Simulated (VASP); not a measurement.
Write the native input for VASP 6.6.1 that does the following.

```
Task                   : single point
Functional             : PBEsol
Potentials or basis    : VASP PAW PBE potentials, release 64 (Ti_sv, O)
Cutoff                 : 520 eV
k mesh                 : 6 × 6 × 10
Occupations            : gaussian, width 0.5 eV
Spin                   : no spin polarisation
Further INCAR settings : ALGO = Normal; EDIFF = 1e-07; NBANDS = 33
```

The structure of TiO2 lies in POSCAR:

```
TiO2
1.0
    4.5922200000      0.0000000000      0.0000000000
    0.0000000000      4.5922200000      0.0000000000
    0.0000000000      0.0000000000      2.9420300000
Ti O
2 4
Direct
    1.0000000000      0.0000000000      0.0000000000
    0.5000000000      0.5000000000      0.5000000000
    0.3043000000      0.3043000000      0.0000000000
    0.1957000000      0.8043000000      0.5000000000
    0.6957000000      0.6957000000      1.0000000000
    0.8043000000      0.1957000000      0.5000000000
```

One way to write it, as run:

INCAR

```
  ALGO = Normal
  EDIFF = 1E-7
  ENCUT = 520
  GGA = PS
  ISIF = 2
  ISMEAR = 0
  LASPH = T
  LCHARG = F
  LREAL = F
  LWAVE = F
  NBANDS = 33
  NELM = 60
  PREC = Accurate
  SIGMA = 0.5
```

KPOINTS

```
k-points
0
Gamma
  6 6 10
```

Potentials or basis: VASP PAW PBE potentials, release 64 (Ti_sv, O).

Command:

```console
$ cat potpaw_PBE.64/Ti_sv/POTCAR potpaw_PBE.64/O/POTCAR > POTCAR
$ mpirun -np 1 vasp_std > vasp.out
```

Results of the run:

```
Pressure               : 0.2 GPa
Band gap on the k mesh : 1.83 eV, direct
```

Caveat: the PAW data sets were made with another functional, which shifts forces and pressure a little.

It took 46 s on 1 thread of Intel(R) Xeon(R) 6975P-C (Granite Rapids), with other jobs on the host, peak memory 0.23 GiB.
